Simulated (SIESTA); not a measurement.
The system is SnSe.

```
CELL_PARAMETERS angstrom
11.42000 0.00000 0.00000
0.00000 4.19000 0.00000
0.00000 0.00000 4.46000
ATOMIC_POSITIONS crystal
Sn 0.87700 0.75000 0.90900
Sn 0.62300 0.25000 0.40900
Sn 0.37700 0.75000 0.59100
Sn 0.12300 0.25000 0.09100
Se 0.64300 0.75000 0.98400
Se 0.85700 0.25000 0.48400
Se 0.14300 0.75000 0.51600
Se 0.35700 0.25000 0.01600
```

Base run:

| Property | Result |
| --- | --- |
| Program | SIESTA 5.4.2 |
| Functional | BP86 |
| Potentials or basis | PseudoDojo 0.4 standard (PBE files) |
| Basis | DZP (energy shift 0.002 Ry) |
| Grid cutoff | 500 Ry |
| Energy shift | 0.002 Ry |
| k mesh | 3 × 6 × 6 |
| Occupations | fermi-dirac, width 0.05 eV |
| Spin | no spin polarisation |

Its results: band gap on the k mesh 0.59 eV, indirect (least direct gap 0.76 eV); pressure 5.4 GPa; largest force 0.790 eV/Å.

Q: The run is repeated on the same cell with these changes: functional from BP86 to AM05; potentials or basis from PseudoDojo 0.4 standard (PBE files) to PseudoDojo 0.4 standard (PBEsol files). What comes out?

A: Band gap on the k mesh 0.52 eV, indirect (least direct gap 0.69 eV); pressure 2.2 GPa; largest force 0.671 eV/Å.

Caveats: semicore shells carry a single zeta, which can move pressures by several GPa and volumes by a few percent; the potentials were made for another functional, which shifts forces and pressure; spin-orbit coupling is left out, which moves the levels of the heavy elements; the basis of atomic orbitals isn't converged, which shifts pressures, moduli and gaps.
